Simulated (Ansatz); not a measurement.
**Field gradients at the nuclei in TaN at a changed volume**

The cell is an entry of the Crystallography Open Database (COD), relaxed with PBE at fixed cell and then changed (volume scaled by 1.04, ions relaxed).

```
Ta N
1.0
     2.97666    0.00000    0.00000
    -1.48833    2.57786    0.00000
     0.00000    0.00000    2.92094
Ta N
1 1
Direct
  0.33333 0.66667 0.50000
  0.00000 0.00000 0.00000
```

Atom numbers follow the list; atoms alike are taken as one site, whose name carries the number of the first.

Level of theory: DFT, PBE, plane waves and PAW, scalar-relativistic, collinear spin, 420 eV cutoff, Γ-centred 18×18×16 k-points, Fermi–Dirac smearing 0.05 eV (Ansatz 0.2.0). Start moments as typed (μB): 2 on each Ta, none on the rest.

C_Q = eQV_zz/h, which is 24.18 MHz for Q = 1 b and V_zz = 10²¹ V/m²; η = (V_xx − V_yy)/V_zz. ν_Q = 3|C_Q|/[2I(2I − 1)].

Ta-181: I = 7/2, Q = 3170 mb; ¹⁴N: I = 1, Q = 20.44 mb. Q values from Pyykkö, Mol. Phys. 116, 1328 (2018).

Task: What field gradients does the calculation give at each kind of site?

Result: 

```json
{"site": "Ta", "atoms (order as listed)": "1", "first shell": "6 N at 2.26 Å", "C_Q (MHz)": "438", "η": "0.00", "ν_Q (MHz)": "31.3"}
{"site": "N", "atoms (order as listed)": "2", "first shell": "6 Ta at 2.26 Å", "C_Q (MHz)": "0.077", "η": "0.00", "ν_Q (MHz)": "0.116"}
```

An axis of threefold or higher order runs through Ta and N, so V_zz lies along it and η is zero.

With no gap above 0.1 eV, as in a metal, the gradients converge slowly in k; expect changes of a tenth or more on a denser mesh. Without spin–orbit coupling the gradients at and beside Ta can be off by some per cent, at some sites by more. With these PAW files V_zz is typically within 2 to 3 % of all-electron values, but misses above 10 % occur on Ta. Semilocal functionals make gaps too small and can close them, so the real compound need not be a metal. At this changed cell the PBE pressure is -8 GPa. The start moments die out, and the run ends without spin.
